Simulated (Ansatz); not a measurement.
## In3Sb: how the energy converges with the cutoff

In3Sb, P1, a = 4.898 Å, b = 4.807 Å, c = 4.794 Å, α, β, γ = 88.9°, 90.8°, 91.8°. Ansatz: r2SCAN, PAW, cutoff varied, Γ-centred 6×6×6 mesh on 4 atoms, Gaussian smearing 0.10 eV; no spin polarisation. Single points at one geometry with displaced atoms, the cutoff alone changed; ΔE is the energy at zero smearing over the run at 600 eV. The runs up to 350 eV lie under the cutoff recommended for these PAW datasets.

| cutoff (eV) | ΔE (meV/atom) |
| --- | --- |
| 200 | 8870.88 |
| 250 | 1016.37 |
| 300 | ? |
| 350 | 5.40 |
| 500 | 0.31 |

Problem. Assume ΔE falls exponentially with the cutoff, fit y = ln ΔE against x, the cutoff in eV, to the other rows, and predict the missing value.

Solution. y = 9.091, 6.924, 1.686, -1.171. Means x = 325.0, y = 4.1325; Σ(Δx)² = 52500, ΣΔxΔy = -1818; the slope is their ratio. y = 15.39 − 0.03464 x, a factor of ten per 66 eV. At 300 eV this gives ΔE = 148.12 meV/atom. The run gave 79.20, a ratio of 1.87. Between neighbouring rows the decay runs from a factor of ten per 43 eV to one per 121 eV, so one exponential is only a rough guide. The fast fall gives way to a slow tail.

Cost: 6 runs of about 10 core-minutes in all, on Intel Xeon Processor @ 2.50GHz (Skylake/Cascade Lake) (shared hosts).